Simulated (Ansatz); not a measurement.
Runs of Ansatz 0.2.0 on Li. It takes space group Im-3m (No. 229, cubic). Conventional cell: a = 3.509 Å, b = 3.509 Å, c = 3.509 Å, α = 90.00°, β = 90.00°, γ = 90.00°. Li (site symmetry m-3m) has 8 Li at 3.04 Å as nearest neighbours. 

```tsv
task	level	cell	k mesh	cutoff (eV)	smearing	points for each segment of the path	mesh quality	gap on the mesh (eV)	pressure (GPa)	relaxed volume (Å³/atom)
relaxation of cell and atoms	HSEsol	relaxed	6 × 6 × 6	420	fermi-dirac 0.05 eV	-	coarse	none	0.0	20.96
relaxation of cell and atoms	HF	relaxed	6 × 6 × 6	420	fermi-dirac 0.05 eV	-	coarse	none	0.0	25.84
band structure	HSEsol	as given	6 × 6 × 6	420	fermi-dirac 0.05 eV	4	coarse	none	-0.4	-
band structure	r2SCAN	as given	11 × 11 × 11	500	fermi-dirac 0.05 eV	14	not flagged	none	-0.4	-
single point	PBE	as given	11 × 11 × 11	420	gaussian 0.016 eV	-	not flagged	none	-0.8	-
relaxation of cell and atoms	BLYP	relaxed	11 × 11 × 11	420	fermi-dirac 0.05 eV	-	not flagged	none	0.0	20.02
single point	PBE	as given	11 × 11 × 11	420	gaussian 0.02 eV	-	not flagged	none	-0.8	-
relaxation of cell and atoms	revPBE	relaxed	11 × 11 × 11	420	fermi-dirac 0.05 eV	-	not flagged	-	0.0	(a)
```

Alike in all rows: potentials or basis Ansatz PAW; no spin polarisation.

**Question.** Estimate the missing entries.

**Answer.** (a) 21.11.

Caveats: some runs use coarse meshes; the plane-wave basis is chosen anew once the cell has moved, so the energies of steps on either side of that aren't comparable (some runs); the PAW data sets were made with another functional, which shifts forces and pressure a little (some runs); the potentials were made for another functional, which shifts forces and pressure (some runs); the volume moved by over 15 % at a fixed basis, so the end points are rough (some runs); the volume moved by +20 % from the deposited cell, more than functionals usually miss (some runs); the thresholds are loose for stress (some runs).

A gap of «none» marks a metal or a gap under the smearing width.
